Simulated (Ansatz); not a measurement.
**ZnTe: response to strain**

The parent structure is ZnTe in the zinc blende structure (space group F-43m, No. 216; a = 6.0658 Å). Axes: x, y, z lie along the cube axes.

Strains are applied to the cell and any free atomic positions relax; under biaxial strain the out-of-plane vector relaxes too.

The values are results of PBEsol in Ansatz (plane waves to 420 eV, PAW, without spin-orbit coupling), earlier PAW set, not measurements.

Candidates:
(a) biaxial strain −2.35 %, plane normal [111], relaxed out of plane
(b) biaxial strain −2.46 %, plane normal [111], relaxed out of plane
(c) uniaxial strain ε_zz = −2.75 %

Notes on the quantities. energy relative to the base: free energy F.

**Question.** Order them by energy relative to the base, highest first.

**Answer.** (b) biaxial strain −2.46 %, plane normal [111], relaxed out of plane (+12 meV/atom), (a) biaxial strain −2.35 %, plane normal [111], relaxed out of plane (+11 meV/atom), (c) uniaxial strain ε_zz = −2.75 % (+4.8 meV/atom)

No phonon test of stability was made.

Ansatz is a first-principles code.
